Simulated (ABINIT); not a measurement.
Crystal: Zn.

```
Zn
1.0
    -1.56904    1.56904    1.56904
     1.56904   -1.56904    1.56904
     1.56904    1.56904   -1.56904
Zn
1
Direct
  0.00000 0.00000 0.00000
```

This isn't the form of Zn at room conditions, which is hcp.

Base run:

```yaml
Program: ABINIT 10.8.3 (patched build)
Functional: LDA
Potentials_or_basis: PseudoDojo NC SR LDA v0.4.1 standard
Cutoff: 1088 eV
k_mesh: 16 × 16 × 16, with 2 shifts
Occupations: cold (ABINIT), width 0.1 eV
Spin: no spin polarisation
```

Its results: pressure -8.5 GPa.

The run is repeated on the same cell with these changes: k mesh from 16 × 16 × 16, with 2 shifts to 9 × 9 × 9; occupations from cold (ABINIT), width 0.1 eV to fermi-dirac, width 0.05 eV. What comes out?

Pressure -8.9 GPa.

Not every run made on this cell is shown here.
